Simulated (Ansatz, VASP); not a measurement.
# Te2Mo: VASP beside Ansatz

```
Te Mo
1.0
     3.46184    0.00000    0.00000
    -1.73092    2.99804    0.00000
     0.00000    0.00000   13.41728
Te Mo
4 2
Direct
  0.33333 0.66667 0.61422
  0.66667 0.33333 0.11422
  0.33333 0.66667 0.88578
  0.66667 0.33333 0.38578
  0.33333 0.66667 0.25000
  0.66667 0.33333 0.75000
```

Alike in both runs: functional PBE; dispersion D3(BJ); k mesh 10 × 10 × 2; occupations gaussian, width 0.05 eV; no spin polarisation.

Ansatz relaxed the structure, and its values are those at the end. VASP's run is a single point on that final structure, the one shown.

|  | VASP | Ansatz |
| --- | --- | --- |
| version | VASP 6.6.1 | Ansatz 0.2.0 |
| potentials or method | VASP PAW PBE potentials, release 64 (Te, Mo_sv) | scalar-relativistic, plane waves, PAW |
| plane-wave cutoff (eV) | 520 | 420 |
| valence electrons in the cell | 52 | 92 |

```tsv
	VASP	Ansatz	Ansatz less VASP
gap on the k mesh at the Fermi level (eV)	0.40	0.41	+0.015
least direct gap on the mesh (eV)	1.01	1.01	-0.007
pressure (GPa)	2.2	2.2	-0.01
rms of the force components (eV/Å)	0.007	0.000	-0.0067
```

The functional is the same, so the differences come from potentials, cutoffs and numerics. The two sets of potentials don't hold the same shells in valence.

Caveats: spin-orbit coupling is left out, which moves the levels of the heavy elements. A k mesh can miss the band edges. A hybrid or GW would open this gap; PBE tends to underestimate it.
